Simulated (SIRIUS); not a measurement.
**AlRu: equation of state with PBEsol**

The system is AlRu.

```
CELL_PARAMETERS angstrom
2.99160 0.00000 0.00000
0.00000 2.99160 0.00000
0.00000 0.00000 2.99160
ATOMIC_POSITIONS crystal
Ru 0.50000 0.50000 0.50000
Al 0.00000 0.00000 0.00000
```

| Item | Value |
| --- | --- |
| Program | SIRIUS 7.10.0 |
| Task | equation of state |
| Functional | PBEsol |
| Potentials or basis | PseudoDojo 0.4.1 PBEsol standard (scalar relativistic) |
| Cutoff | 1152 eV |
| Density cutoff | 4606 eV |
| k mesh | 9 × 9 × 9 |
| Occupations | fermi-dirac, width 0.05 eV |
| Spin | no spin polarisation |
| Libxc names | ["XC_GGA_X_PBE_SOL", "XC_GGA_C_PBE_SOL"] |
| Radial cutoff for the potentials' integrals | 6.5 bohr |

The equilibrium volume is 13.19 Å³/atom. The bulk modulus is 220 GPa and the pressure derivative of the bulk modulus is 4.4.

Energy against volume, from the lowest point:
```
volume (Å³/atom)  energy (meV/atom)
          12.584              20.39
          12.851               5.90
          13.119               0.00
          13.387               1.78
          13.655              10.47
          13.922              25.32
          14.190              45.72
```

All runs of the series together: 2.8 min on 1 thread of Arm Neoverse V2 (shared host).
